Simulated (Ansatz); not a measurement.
The system is ZrS.

```xyz
2
Lattice="0.0000 2.6250 2.6250 2.6250 0.0000 2.6250 2.6250 2.6250 0.0000" Properties=species:S:1:pos:R:3 pbc="T T T"
Zr    0.0000    0.0000    0.0000
S     2.6250    2.6250    2.6250
```

| Property | Result |
| --- | --- |
| Program | Ansatz 0.2.0 |
| Task | relaxation of cell and atoms |
| Functional | PBEsol |
| Dispersion | D4 |
| Potentials or basis | Ansatz PAW |
| Cutoff | 420 eV (not typed: the program's choice for these potentials) |
| k mesh | 9 × 9 × 9 |
| Occupations | fermi-dirac, width 0.05 eV |
| Spin | no spin polarisation |

At the start: volume 18.09 Å³/atom.

Problem. How do energy, volume and symmetry change on relaxing?

Solution. It ends after 5 steps and the volume is 17.02 Å³/atom (-5.9 %); space group Fm-3m (No. 225, to 0.05 Å).

The path:
```csv
step,energy change (eV),largest force (eV/Å),volume (Å³)
1,0.0000,0.0000,36.18
2,-0.0310,0.0000,32.69
3,-0.0576,0.0000,34.18
4,-0.0580,0.0000,34.04
5,-0.0577,0.0000,34.04
```

Final structure:
```
Zr S
1.0
     0.00000    2.57235    2.57235
     2.57235    0.00000    2.57235
     2.57235    2.57235    0.00000
Zr S
1 1
Direct
  0.00000 0.00000 0.00000
  0.50000 0.50000 0.50000
```

Caveat: the plane-wave basis is chosen anew once the cell has moved, so the energies of steps on either side of that aren't comparable; the PAW data sets come from PBE, with cores solved anew for the run's functional, which leaves a small shift of forces and pressure.
